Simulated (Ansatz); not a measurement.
**TaN: stress in a strained cell**

Aim: deform TaN (equal xy, yz and zx engineering shear strains of +1 %) and compute stress, forces and field gradients with LAPW, PAW and all-electron datasets made for the crystal.

Program: Ansatz 0.2.0. Level of theory: DFT PBEsol, scalar-relativistic. These are calculated values, not measurements.

## Step 1: Starting point

Symmetry: P-6m2, No. 187, hexagonal system. Conventional cell: a = 2.938 Å, b = 2.938 Å, c = 2.883 Å, α = 90.00°, β = 90.00°, γ = 120.00°. Around Ta (site symmetry -6m2) lie 6 N at 2.23 Å. N (site symmetry -6m2) is surrounded by 6 Ta at 2.23 Å.

Coordinates:

```
CELL_PARAMETERS angstrom
2.93800 0.00000 0.00000
-1.46900 2.54438 0.00000
0.00000 0.00000 2.88300
ATOMIC_POSITIONS crystal
Ta 0.33333 0.66667 0.50000
N 0.00000 0.00000 0.00000
```

Atoms are numbered in the order of the input: Ta1, N2.

## Step 2: The deformed structure

Space group P-6m2 before, P1 after.

## Step 3: All-electron LAPW

Contents of input.yaml:

```yaml
crystal:
  lattice:
    - [2.9379988584, 0.0146899943, 0.0146899943]
    - [-1.456277521, 2.5370366506, 0.0053769111]
    - [0.014415, 0.014415, 2.883]
  atoms:
    - { symbol: Ta, position: [0.3333333333, 0.6666666667, 0.5] }
    - { symbol: "N", position: [0.0, 0.0, 0.0] }
kpoints:
  mp_grid: { grid: [12, 12, 10] }
  band_path:
    path:
      - [0.0, 0.0, 0.0]
      - [0.0, -0.5, 0.0]
      - [0.0, 0.0, 0.5]
      - [0.0, 0.0, 0.0]
      - [-0.5, 0.0, 0.0]
      - [-0.5, 0.5, -0.5]
      - [0.0, 0.0, 0.0]
      - [-0.5, 0.0, -0.5]
      - [-0.5, 0.5, 0.0]
    npoints: 5
scf:
  occupations: { method: fermi_dirac, width: 0.02 }
hamiltonian:
  xc: pbesol
  pseudopotentials: { kind: all_electron, lapw: { basis_error: 0.0005 } }
output:
  forces: true
  stress: true
  eigenvalues: true
```

On the command line:

```sh
> ansatz run input.yaml --threads 1 --pin off --max-ram 3072MiB --backend cpu --events-out ev --progress --plain --runs-dir out
```

What it wrote, cut to the lines that bear on the results:

```text
LAPW: plane waves up to 10.016 Å⁻¹, error target 5.0e-4 eV per atom; small_component_spin mean_spin; N in spheres of 0.941 Å, 7 of its electrons in bands, Dirac shells []; Ta in spheres of 1.274 Å, 43 of its electrons in bands, Dirac shells []
[...]
Pseudopotentials: kind: all_electron
Pseudopotential: Ta, LAPW, valence charge 43, Koelling and Harmon's equation, gaussian nucleus
Pseudopotential: N, LAPW, valence charge 7, Koelling and Harmon's equation, gaussian nucleus
Functional definition: PBEsol
[...]
Crystal: 2 atoms, lattice volume = 21.550 Å³
Basis set: ecut = 382.20746130477426 eV, 387 PW (Γ), exchange–correlation at level 2
Bands: 30, of which v1, the nominal top of the filled ones, is band 25 counted from 1 (24 counted from 0)
Symmetry: 1 space group operations
Space group: P1 (ITA 1), of the structure as read, at distance tolerance 2.8e-5 Å
k-points: 724 of 1440 (time reversal used)
[...]
SCF iter   1: F=—  HF=-425931.924974 eV  |F-HF|=—  |Δ(HF+E_count)|=         —  Δρ=1.13e-1  dr2=3.11e0  ethr=6.23e-3  ⟨swp⟩=2.0  Hψ=138209  notcnv=0
[...]
the basis was enlarged: its passes take 817.4 KiB over the memory plan, 1 of 1 planned eigensolver slots
[...]
SCF iter   8: F=-425930.639311 eV  HF=-425930.639311 eV  |F-HF|=9.31e-9  |Δ(HF+E_count)|=   2.56e-8  Δρ=6.18e-6  dr2=6.98e-9  ethr=5.73e-10  ⟨swp⟩=2.6  Hψ=65778  notcnv=0
[...]
NSCF: frozen V_eff on 41 k-points
SCF converged after 8 iterations
Free energy (F): -425930.639311 eV
[...]
E sigma→0 (E₀):  -425930.639241 eV
Entropy (-TS):   -0.000139 eV (-0.070 meV/atom)
Fermi energy:    25.362252 eV
[...]
--- Forces (eV/Å), atoms counted from 1 ---
  atom   1  Ta     0.00941452    -0.00027935    -0.00509262
  atom   2  N     -0.00941629     0.00027907     0.00509259
[...]
--- Stress (GPa, compression-positive) ---
       -4.681677      -2.160693      -2.373071
       -2.160693      -4.485890      -2.370944
       -2.373071      -2.370944      -4.864938
  P = ⅓ Tr σ = -4.6775 GPa (-46.775 kbar)
--- Band table (eV; the first three rows and the last of 724) ---
[...]
```

It took 5.9 min on 1 thread of Arm Neoverse V1, shared host; peak memory 1.7 GiB.

This run gives: pressure -4.68 GPa; no gap; largest force 0.011 eV/Å.

## Step 4: PAW on the default files

Contents of input.yaml:

```yaml
crystal:
  lattice:
    - [2.9379988584, 0.0146899943, 0.0146899943]
    - [-1.456277521, 2.5370366506, 0.0053769111]
    - [0.014415, 0.014415, 2.883]
  atoms:
    - { symbol: Ta, position: [0.3333333333, 0.6666666667, 0.5] }
    - { symbol: "N", position: [0.0, 0.0, 0.0] }
kpoints:
  mp_grid: { grid: [12, 12, 10] }
scf:
  occupations: { method: fermi_dirac, width: 0.02 }
hamiltonian:
  xc: pbesol
  pseudopotentials: { kind: paw }
output:
  forces: true
  stress: true
  eigenvalues: true
  efg: { contact_densities: true }
```

On the command line:

```sh
> ansatz run input.yaml --threads 1 --pin off --max-ram 3072MiB --backend cpu --events-out ev --progress --plain --runs-dir out
```

What it wrote, cut to the lines that bear on the results:

```text
Ta: output.efg is read without spin–orbit coupling, which moves field gradients at and beside such atoms by some per cent and up to a factor of two; PAW files take it under magnetization.noncollinear and magnetization.spin_orbit
[...]
Pseudopotentials: kind: paw
Pseudopotential: Ta, paw, valence charge 13, recommended cutoff 420 eV (normal)
Pseudopotential: N, paw, valence charge 5, recommended cutoff 420 eV (normal)
[... 1 set-up line as earlier in the session ...]
[...]
Crystal: 2 atoms, lattice volume = 21.550 Å³
Basis set: ecut = 420 eV, 405 PW (Γ), exchange–correlation on 40×40×40 points (8 copies of the dense FFT grid, shifted against one another)
Bands: 13, of which v1, the nominal top of the filled ones, is band 9 counted from 1 (8 counted from 0)
[... 2 set-up lines as earlier in the session ...]
[...]
--- Forces (eV/Å), atoms counted from 1 ---
  atom   1  Ta     0.00980047    -0.00030532    -0.00514571
  atom   2  N     -0.00980250     0.00030498     0.00515089
[...]
--- Stress (GPa, compression-positive) ---
       -4.771595      -2.168257      -2.389411
       -2.168257      -4.576867      -2.387614
       -2.389411      -2.387614      -4.949732
  P = ⅓ Tr σ = -4.7661 GPa (-47.661 kbar)
--- PAW observables at the nuclei: V_zz in 10²¹ V/m², potentials from the cell's mean, atoms counted from 1 ---
  atom   1  Ta V_zz =    +6.716393   η = 0.1876   by run symmetry: allowed
            electrostatic potential = -14501.146102 V   contact ρ = 8144140.566811 e/Å³
  atom   2  N  V_zz =    +0.234601   η = 0.1100   by run symmetry: allowed
            electrostatic potential = -528.942402 V   contact ρ = 1403.972987 e/Å³
--- Band table (eV; the first three rows and the last of 724) ---
  k-point 0: bands = ["-48.3037", "-14.6540", "-14.4015", "-14.3794", "2.3625", "15.4440", "15.5680", "15.8648", "17.1582", "22.2664", "23.5776", "23.6993", "24.0855"]
[...]
```

It took 20 s on 1 thread of Arm Neoverse V1, shared host; peak memory 0.55 GiB.

Read from it: pressure -4.77 GPa; no gap; largest force 0.011 eV/Å; Vzz Ta1 6.72 (η = 0.19), N2 0.23 (η = 0.11) (10²¹ V/m²).

## Step 5: All-electron PAW on datasets made for the crystal

input.yaml: that of step 4 with these lines changed.

```diff
@@ -14,3 +14,3 @@
   xc: pbesol
-  pseudopotentials: { kind: paw }
+  pseudopotentials: { kind: all_electron, datasets: crystal }
 output:
```

On the command line:

```sh
> ansatz run input.yaml --threads 1 --pin off --max-ram 3072MiB --backend cpu --events-out ev --progress --plain --runs-dir out
```

What it wrote, cut to the lines that bear on the results:

```text
[...]
band count auto-derived: 22 (N_el = 32.0; filled up to band 16; 20 by the electrons, moments and atoms)
Ta: output.efg is read without spin–orbit coupling, which moves field gradients at and beside such atoms by some per cent and up to a factor of two; PAW files take it under magnetization.noncollinear and magnetization.spin_orbit
[...]
[... 1 set-up line as earlier in the session ...]
Pseudopotential: Ta, paw, valence charge 27, recommended cutoff 480 eV (normal), Koelling and Harmon's equation, gaussian nucleus
Pseudopotential: N, paw, valence charge 5, recommended cutoff 480 eV (normal), Koelling and Harmon's equation, gaussian nucleus
[... 1 set-up line as earlier in the session ...]
[...]
Crystal: 2 atoms, lattice volume = 21.550 Å³
Basis set: ecut = 480 eV, 527 PW (Γ), exchange–correlation on 48×48×48 points (8 copies of the dense FFT grid, shifted against one another)
[...]
  atom   1  Ta     0.00940841    -0.00027909    -0.00509339
  atom   2  N     -0.00942264     0.00027930     0.00509391
[...]
--- Stress (GPa, compression-positive) ---
       -4.680854      -2.160746      -2.373100
       -2.160746      -4.485089      -2.370973
       -2.373100      -2.370973      -4.863981
  P = ⅓ Tr σ = -4.6766 GPa (-46.766 kbar)
--- PAW observables at the nuclei: V_zz in 10²¹ V/m², potentials from the cell's mean, atoms counted from 1 ---
  atom   1  Ta V_zz =    +7.091709   η = 0.2008   by run symmetry: allowed
            electrostatic potential = -14498.190338 V   contact ρ = 8140160.437482 e/Å³
  atom   2  N  V_zz =    +0.228413   η = 0.0752   by run symmetry: allowed
            electrostatic potential = -528.179832 V   contact ρ = 1404.229659 e/Å³
--- Band table (eV; the first three rows and the last of 724) ---
  k-point 0: bands = ["-43.1090", "-9.4554", "-9.2095", "-9.1880", "5.1378", "5.1547", "5.1552", "5.1626", "5.1649", "5.1775", "5.2470", "7.6008", "20.6577", "20.7818", "21.0776", "22.3770", "27.4796", "28.7846", "28.9065", "29.2956"]
[...]
```

It took 3.7 min on 1 thread of Arm Neoverse V1, shared host; peak memory 2.3 GiB.

This run gives: pressure -4.68 GPa; no gap; largest force 0.011 eV/Å; Vzz Ta1 7.09 (η = 0.20), N2 0.23 (η = 0.08) (10²¹ V/m²).

## Step 6: Stress and forces compared

Stress (GPa, compression positive):

```csv
method,xx,yy,zz,yz,xz,xy
LAPW,-4.68,-4.49,-4.86,-2.37,-2.37,-2.16
PAW,-4.77,-4.58,-4.95,-2.39,-2.39,-2.17
crystal datasets,-4.68,-4.49,-4.86,-2.37,-2.37,-2.16
```

Forces (eV/Å):

```csv
atom,LAPW x,LAPW y,LAPW z,PAW x,PAW y,PAW z,crystal datasets x,crystal datasets y,crystal datasets z
Ta1,0.009,0.000,-0.005,0.010,0.000,-0.005,0.009,0.000,-0.005
N2,-0.009,0.000,0.005,-0.010,0.000,0.005,-0.009,0.000,0.005
```

```
          method  pressure (GPa)  largest force (eV/Å)  Vzz Ta1 (10²¹ V/m²)  Vzz N2 (10²¹ V/m²)  SCF cycles, all passes
            LAPW           -4.68                 0.011                    –                   –                       8
             PAW           -4.77                 0.011                 6.72                0.23                       6
crystal datasets           -4.68                 0.011                 7.09                0.23                       9
```

## Step 7: Results

| quantity | value |
| --- | --- |
| pressure | LAPW -4.68, PAW -4.77, crystal datasets -4.68 GPa |
| largest shear or deviatoric stress (LAPW) | 2.37 GPa |

What this shows: The largest part of the stress beyond the pressure is 2.37 GPa in size; the atoms are carried along and not relaxed. No run of the undeformed cell stands beside it, so the pressure holds what the given cell had before the change. PAW: stress within 0.09 GPa of LAPW. Crystal datasets: stress within 0.01 GPa of LAPW. Spin-orbit coupling is left out, though the cell holds Ta; in elements this heavy it can shift bands and gaps by tenths of an eV.
